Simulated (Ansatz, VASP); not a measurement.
# One calculation of Rb, two programs

```
Rb
1.0
    -2.80600    2.80600    2.83406
     2.80600   -2.80600    2.83406
     2.80600    2.80600   -2.83406
Rb
1
Direct
  0.00000 0.00000 0.00000
```

Change from the starting cell: zz strain of +1 %.

Alike in both runs: task single point; functional PBEsol; k mesh 8 × 8 × 8; occupations fermi-dirac, width 0.05 eV; no spin polarisation.

```csv
,VASP,Ansatz
version,VASP 6.6.1,Ansatz 0.2.0
potentials or method,"VASP PAW PBE potentials, release 64 (Rb_sv), cutoff 520 eV","all-electron LAPW, scalar-relativistic"
```

```csv
,VASP,Ansatz,Ansatz less VASP
pressure (GPa),-0.1,-0.1,0.00
```

Ansatz ran all-electron here, so the differences hold the error of VASP's frozen core and of both bases.

Caveats: the PAW data sets were made with another functional, which shifts forces and pressure a little (VASP).
